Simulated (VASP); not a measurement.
# PtSe2 (P-3m1) in VASP: a series of runs

One crystal, PtSe2, is run at these levels: PBE+D3(BJ); tasks: relaxation of cell and atoms, vibrations by finite differences.

Program: VASP 6.6.1. These are calculated values, not measurements. Logs are shortened: lines on timing, memory, paths and dates and some standing lists are left out, and cuts for length are marked.

**1. The structure**

Symmetry: P-3m1, No. 164, trigonal system. Conventional cell: a = 3.724 Å, b = 3.724 Å, c = 5.062 Å, α = 90.00°, β = 90.00°, γ = 120.00°. Pt (site symmetry -3m) has 6 Se at 2.49 Å as nearest neighbours. Se (site symmetry 3m) is surrounded by 3 Pt at 2.49 Å.

**2. Relaxation of cell and atoms, PBE+D3(BJ)**

Contents of INCAR:

```
PREC = Accurate
ENCUT = 520
EDIFF = 1E-7
ISMEAR = 0
SIGMA = 0.02
LREAL = F
LASPH = T
NELM = 60
ALGO = Normal
ISIF = 3
LWAVE = F
LCHARG = F
GGA = PE
IVDW = 12
IBRION = 2
NSW = 80
EDIFFG = -0.002
KPAR = 4
```

Contents of KPOINTS:

```
Automatic mesh
0
Gamma
  6 6 4
```

Contents of POSCAR:

```
PtSe2
1.0
    3.7240000000      0.0000000000      0.0000000000
   -1.8620000000      3.2250786000      0.0000000000
    0.0000000000      0.0000000000      5.0620000000
Pt Se
1 2
Direct
    0.0000000000      0.0000000000      0.0000000000
    0.3333333300      0.6666666700      0.2500000000
    0.6666666700      0.3333333300      0.7500000000
```

Potentials or basis: VASP PAW PBE potentials, release 64 (Pt, Se).

Started as:

```sh
cat potpaw_PBE.64/Pt/POTCAR potpaw_PBE.64/Se/POTCAR > POTCAR
mpirun -np 4 vasp_std > vasp.out
```

OUTCAR:

```text
PREC = Accurate
   ENCUT = 520
   EDIFF = 1E-7
   ISMEAR = 0
   LREAL = F
   LASPH = T
   NELM = 60
   ISIF = 3
   GGA = PE
   IVDW = 12
   IBRION = 2
   NSW = 80
   EDIFFG = -0.002
 IVDW          = 12

 ion  position               nearest neighbor table
   1  0.000  0.000  0.000-   2 2.49   3 2.49   2 2.49   3 2.49   3 2.49   2 2.49
   2  0.333  0.667  0.250-   1 2.49   1 2.49   1 2.49
   3  0.667  0.333  0.750-   1 2.49   1 2.49   1 2.49

  LATTYP: Found a hexagonal cell.
 ALAT       =     3.7240000000
 C/A-ratio  =     1.3592910849

  Lattice vectors:

 A1 = (   3.7240000000,   0.0000000000,   0.0000000000)
 A2 = (  -1.8620000000,   3.2250786000,   0.0000000000)
 A3 = (   0.0000000000,   0.0000000000,   5.0620000000)

Analysis of symmetry for initial positions (statically):
=====================================================================
 Subroutine PRICEL returns:
 Original cell was already a primitive cell.

 Routine SETGRP: Setting up the symmetry group for a
 hexagonal supercell.

 Subroutine GETGRP returns: Found 12 space group operations
 (whereof 12 operations were pure point group operations)
 out of a pool of 24 trial point group operations.

The static configuration has the point symmetry D_3d.

Analysis of symmetry for dynamics (positions and initial velocities):
=====================================================================
 Subroutine PRICEL returns:
 Original cell was already a primitive cell.

 Routine SETGRP: Setting up the symmetry group for a
 hexagonal supercell.

 Subroutine GETGRP returns: Found 12 space group operations
 (whereof 12 operations were pure point group operations)
 out of a pool of 24 trial point group operations.

The dynamic configuration has the point symmetry D_3d.

 Subroutine INISYM returns: Found 12 space group operations
 (whereof 12 operations are pure point group operations),
 and found     1 'primitive' translations

----------------------------------------------------------------------------------------

                                     Primitive cell

  volume of cell :      60.7956

  direct lattice vectors                    reciprocal lattice vectors
     3.724000000  0.000000000  0.000000000     0.268528464  0.155034981  0.000000000
    -1.862000000  3.225078600  0.000000000     0.000000000  0.310069962  0.000000000
     0.000000000  0.000000000  5.062000000     0.000000000  0.000000000  0.197550375

  length of vectors
     3.724000000  3.723999997  5.062000000     0.310069962  0.310069962  0.197550375

  position of ions in fractional coordinates (direct lattice)
     0.000000000  0.000000000  0.000000000
     0.333333330  0.666666670  0.250000000
     0.666666670  0.333333330  0.750000000

  ion indices of the primitive-cell ions
   primitive index   ion index
                 1           1
                 2           2
                 3           3

----------------------------------------------------------------------------------------

 KPOINTS: Automatic mesh

Automatic generation of k-mesh.
 Grid dimensions read from file:
 generate k-points for:    6    6    4

 Generating k-lattice:

  Cartesian coordinates                     Fractional coordinates (reciprocal lattice)
     0.044754744  0.025839164  0.000000000     0.166666667  0.000000000  0.000000000
     0.000000000  0.051678327  0.000000000     0.000000000  0.166666667  0.000000000
     0.000000000  0.000000000  0.049387594     0.000000000  0.000000000  0.250000000

  Length of vectors
     0.051678327  0.051678327  0.049387594

  Shift w.r.t. Gamma in fractional coordinates (k-lattice)
     0.000000000  0.000000000  0.000000000

 Subroutine IBZKPT returns following result:
 ===========================================

 Found     24 irreducible k-points:

 Following reciprocal coordinates:
            Coordinates               Weight
  0.000000  0.000000  0.000000      1.000000
  0.166667  0.000000  0.000000      6.000000
  0.333333 -0.000000  0.000000      6.000000
  0.500000 -0.000000  0.000000      3.000000
  0.166667  0.166667  0.000000      6.000000
  0.333333  0.166667  0.000000     12.000000
[... 16 lines left out ...]
  0.333333  0.166667  0.500000     12.000000
  0.333333  0.333333  0.500000      2.000000
   k-points           NKPTS =     24   k-points in BZ     NKDIM =     24   number of bands    NBANDS=     15
   number of dos      NEDOS =    301   number of ions     NIONS =      3
   total plane-waves  NPLWV =  31360
   dimension x,y,z NGX =    28 NGY =   28 NGZ =   40
   dimension x,y,z NGXF=    56 NGYF=   56 NGZF=   80
   ions per type =               1   2
   NGX,Y,Z   is equivalent  to a cutoff of  12.50, 12.50, 13.14 a.u.
   NGXF,Y,Z  is equivalent  to a cutoff of  25.00, 25.00, 26.27 a.u.
 SYSTEM =  unknown system
   PREC   = accura    normal or accurate (medium, high low for compatibility)
   ISTART =      0    job   : 0-new  1-cont  2-samecut
   ICHARG =      2    charge: 1-file 2-atom 10-const
   ISPIN  =      1    spin polarized calculation?
   LNONCOLLINEAR =      F non collinear calculations
   LSORBIT =      F    spin-orbit coupling
   LASPH  =      T    aspherical Exc in radial PAW
   ENCUT  =  520.0 eV  38.22 Ry    6.18 a.u.   6.92  6.92  9.41*2*pi/ulx,y,z
   NELM   =     60;   NELMIN=  2; NELMDL= -5     # of ELM steps
   EDIFF  = 0.1E-06   stopping-criterion for ELM
   LREAL  =      F    real-space projection
   EDIFFG = -.2E-02   stopping-criterion for IOM
   NSW    =     80    number of steps for IOM
   IBRION =      2    ionic relax: 0-MD 1-quasi-New 2-CG
   NFREE  =      1    steps in history (QN), initial steepest desc. (CG)
   ISIF   =      3    stress and relaxation
   ISYM   =      2    0-nonsym 1-usesym 2-fastsym
   POTIM  = 0.5000    time-step for ionic-motion
   TEBEG  =    0.0;   TEEND  =   0.0 temperature during run
   PSTRESS=    0.0 pullay stress
   NELECT =      22.0000    total number of electrons
   NUPDOWN=      -1.0000    fix difference up-down
   EMIN   =  10.00;   EMAX   =-10.00  energy-range for DOS
   EFERMI =   0.00;   METHOD = LEGACY
   ISMEAR =     0;   SIGMA  =   0.02  broadening in eV -4-tet -1-fermi 0-gaus
   EFERMI_NEDOS =   21; number of points for ismear=-14 and -15
   IALGO  =     38    algorithm
   IMIX   =      4    mixing-type and parameters
     AMIX     =   0.40;   BMIX     =  1.00
     AMIX_MAG =   1.60;   BMIX_MAG =  1.00
  volume/ion in A,a.u.               =      20.27       136.76
  Fermi-wavevector in a.u.,A,eV,Ry     =   1.166608  2.204570 18.517184  1.360975
  Thomas-Fermi vector in A             =   2.303119
   LORBIT       =      0    0 simple, 1 ext, 2 COOP (PROOUT), +10 PAW based schemes
   GGA     = PE    functional components
   LHFCALC =     F    Hartree Fock is set to
   AEXX    =    0.0000 exact exchange contribution
   IVDW    =    12    specifies the selected vdW correction
   LEPSILON=     F    determine dielectric tensor
   LRPA    =     F    only Hartree local field effects (RPA)
 conjugate gradient relaxation of ions
 non-spin polarized calculation
 Gauss-broadening in eV      SIGMA  =   0.02
  energy-cutoff  :      520.00
  volume of cell :       60.80
 maximum number of plane-waves:      1654
   NGX = 13   NGY = 13   NGZ = 19

--------------------------------------- Ionic step        1  -------------------------------------------

 number of electron      21.9999999 magnetization

 Free energy of the ion-electron system (eV)
  ---------------------------------------------------
  ext. energy  EPLUGINS =         0.00000000
  ---------------------------------------------------
  free energy    TOTEN  =       -14.18438637 eV

  energy without entropy =      -14.18409990  energy(sigma->0) =      -14.18424313

------------------------ aborting loop because EDIFF is reached ----------------------------------------

 Edisp (eV)   -1.43094

 E8    (eV) :    -0.6140

  FORCE on cell =-STRESS in cart. coord.  units (eV):
  Direction    XX          YY          ZZ          XY          YZ          ZX
  --------------------------------------------------------------------------------------
  -------------------------------------------------------------------------------------
  Total       1.55998     1.55998     0.87892     0.00000     0.00000     0.00000
  in kB      41.11091    41.11091    23.16266     0.00000     0.00000     0.00000
  external pressure =       35.13 kB  Pullay stress =        0.00 kB

 VOLUME and BASIS-vectors are now :
 -----------------------------------------------------------------------------
  energy-cutoff  :      520.00
  volume of cell :       60.80
      direct lattice vectors                 reciprocal lattice vectors
     3.724000000  0.000000000  0.000000000     0.268528464  0.155034981  0.000000000
    -1.862000000  3.225078600  0.000000000     0.000000000  0.310069962  0.000000000
     0.000000000  0.000000000  5.062000000     0.000000000  0.000000000  0.197550375
[... 83 lines left out ...]
 POSITION                                       TOTAL-FORCE (eV/Angst)
 -----------------------------------------------------------------------------------
      0.00000      0.00000      5.08940         0.000000      0.000000      0.000000
     -0.00000      2.17071      1.28311         0.000000     -0.000000      0.164023
      1.87989      1.08535      3.80628        -0.000000      0.000000     -0.164023
 -----------------------------------------------------------------------------------
    total drift:                               -0.000000     -0.000000     -0.000000

  FREE ENERGIE OF THE ION-ELECTRON SYSTEM (eV)
  ---------------------------------------------------
  free  energy   TOTEN  =       -15.6379617366 eV

  energy  without entropy=      -15.6373643562  energy(sigma->0) =      -15.63766305

[... ionic steps 4 to 20 ...]

--------------------------------------- Ionic step       21  -------------------------------------------

 number of electron      21.9999996 magnetization

------------------------ aborting loop because EDIFF is reached ----------------------------------------

 Edisp (eV)   -1.46690

 E8    (eV) :    -0.6302

  FORCE on cell =-STRESS in cart. coord.  units (eV):
  Direction    XX          YY          ZZ          XY          YZ          ZX
  --------------------------------------------------------------------------------------
  -------------------------------------------------------------------------------------
  Total      -0.01886    -0.01886    -0.01784    -0.00000     0.00000     0.00000
  in kB      -0.50759    -0.50759    -0.48009    -0.00000     0.00000     0.00000
  external pressure =       -0.50 kB  Pullay stress =        0.00 kB
[... 51 lines left out ...]
 POSITION                                       TOTAL-FORCE (eV/Angst)
 -----------------------------------------------------------------------------------
      0.00000      0.00000     -0.00000         0.000000      0.000000      0.000000
     -0.00000      2.17507      1.28428         0.000000     -0.000000      0.002214
      1.88366      1.08753      3.55734        -0.000000      0.000000     -0.002214
 -----------------------------------------------------------------------------------
    total drift:                                0.000000     -0.000000      0.000000

  FREE ENERGIE OF THE ION-ELECTRON SYSTEM (eV)
  ---------------------------------------------------
  free  energy   TOTEN  =       -15.6670587333 eV

  energy  without entropy=      -15.6663827459  energy(sigma->0) =      -15.66672074

--------------------------------------- Ionic step       23  -------------------------------------------

 number of electron      21.9999996 magnetization

 Free energy of the ion-electron system (eV)
  ---------------------------------------------------
  ext. energy  EPLUGINS =         0.00000000
  ---------------------------------------------------
  free energy    TOTEN  =       -14.19976411 eV

  energy without entropy =      -14.19908791  energy(sigma->0) =      -14.19942601

 E-fermi :   6.6728     XC(G=0): -10.8140

 val. band max:        6.6677787397   @ k =   0.3333   0.3333   0.0000
 cond. band min:       6.8077584429   @ k =   0.1667   0.1667   0.5000
 fundamental gap:      0.1399797031
 Fermi energy:         6.6728471728

 k-point     1 :       0.0000    0.0000    0.0000
  band No.  band energies     occupation
      1      -8.9667      2.00000
      2      -5.9021      2.00000
      3      -0.4273      2.00000
      4       0.4867      2.00000
      5       0.4867      2.00000
      6       2.9191      2.00000
      7       2.9191      2.00000
      8       4.2214      2.00000
      9       5.6894      2.00000
     10       5.6894      2.00000
     11       7.4502      0.00000
     12       7.7764      0.00000
     13       7.7764      0.00000
     14      10.0726      0.00000
     15      10.8042      0.00000
[... 438 lines left out ...]
 POSITION                                       TOTAL-FORCE (eV/Angst)
 -----------------------------------------------------------------------------------
      0.00000     -0.00000      4.84176         0.000000      0.000000      0.000000
     -0.00000      2.17509      1.28435         0.000000     -0.000000      0.001471
      1.88368      1.08754      3.55742        -0.000000      0.000000     -0.001471
 -----------------------------------------------------------------------------------
    total drift:                               -0.000000      0.000000      0.000000

  FREE ENERGIE OF THE ION-ELECTRON SYSTEM (eV)
  ---------------------------------------------------
  free  energy   TOTEN  =       -15.6670587179 eV

  energy  without entropy=      -15.6663825203  energy(sigma->0) =      -15.66672062

 reached required accuracy - stopping structural energy minimisation
```

Run time: 3.4 min. Hardware: 4 MPI ranks of Intel Xeon Platinum 8259CL at 2.50GHz (Skylake/Cascade Lake), shared host; peak memory 0.2 GiB.

What came out:

| Quantity | Value |
| --- | --- |
| Free energy | -15.6671 eV |
| Relaxed volume | 19.84 Å³/atom |
| Relaxed cell | a = 3.767 Å, b = 3.767 Å, c = 4.842 Å, α = 90.00°, β = 90.00°, γ = 120.00° |
| Space group after relaxing (to 0.05 Å) | P-3m1 (No. 164) |
| Energy gained by relaxing | 17.2 meV/atom |
| Ionic steps | 23 |
| Pressure after relaxing | 0.0 GPa |
| Band gap on the k mesh | none (metal or under the smearing width) |
| Dispersion energy per atom | -0.489 eV |

Step by step:
| step | energy change (eV) | largest force (eV/Å) | pressure (GPa) | volume (Å³) |
| --- | --- | --- | --- | --- |
| 1 | 0.0000 | 0.5667 | 3.51 | 60.80 |
| 2 | 0.0318 | 0.3683 | -5.76 | 64.79 |
| 3 | -0.0226 | 0.1640 | -0.48 | 62.30 |
| 4 | -0.0226 | 0.1713 | -0.40 | 62.27 |
| 5 | -0.0267 | 0.1740 | -0.39 | 61.97 |
| 6 | -0.0390 | 0.1272 | -0.27 | 61.05 |
| 7 | -0.0463 | 0.1288 | 0.41 | 59.24 |
| 8 | -0.0474 | 0.0450 | 0.18 | 59.78 |
| 9 | -0.0505 | 0.0990 | -0.37 | 59.65 |
| 10 | -0.0506 | 0.1107 | -0.48 | 59.62 |
| 11 | -0.0499 | 0.0647 | 1.03 | 58.85 |
| 12 | -0.0514 | 0.0359 | 0.16 | 59.29 |
| 13 | -0.0516 | 0.0215 | -0.03 | 59.40 |
| 14 | -0.0516 | 0.0209 | -0.04 | 59.41 |
| 15 | -0.0517 | 0.0056 | 0.12 | 59.38 |
| 16 | -0.0517 | 0.0007 | 0.08 | 59.39 |
| 17 | -0.0517 | 0.0030 | 0.03 | 59.45 |
| 18 | -0.0517 | 0.0060 | -0.01 | 59.50 |
| 19 | -0.0517 | 0.0052 | 0.00 | 59.50 |
| 20 | -0.0517 | 0.0045 | 0.02 | 59.50 |
| 21 | -0.0517 | 0.0033 | -0.05 | 59.53 |
| 22 | -0.0517 | 0.0022 | 0.00 | 59.51 |
| 23 | -0.0517 | 0.0015 | -0.01 | 59.51 |

Final structure:
```cif
data_structure
_symmetry_space_group_name_H-M 'P 1'
_symmetry_Int_Tables_number 1
_cell_length_a 3.7674
_cell_length_b 3.7674
_cell_length_c 4.8418
_cell_angle_alpha 90.000
_cell_angle_beta 90.000
_cell_angle_gamma 120.000
_cell_volume 59.51
loop_
_atom_site_label
_atom_site_type_symbol
_atom_site_fract_x
_atom_site_fract_y
_atom_site_fract_z
_atom_site_occupancy
Pt1 Pt 0.00000 0.00000 0.00000 1
Se1 Se 0.33333 0.66667 0.26526 1
Se2 Se 0.66667 0.33333 0.73474 1
```

Caveat: pairwise dispersion overbinds metals, which lowers pressure and volume.

(Part 1 of 2 ends here.)
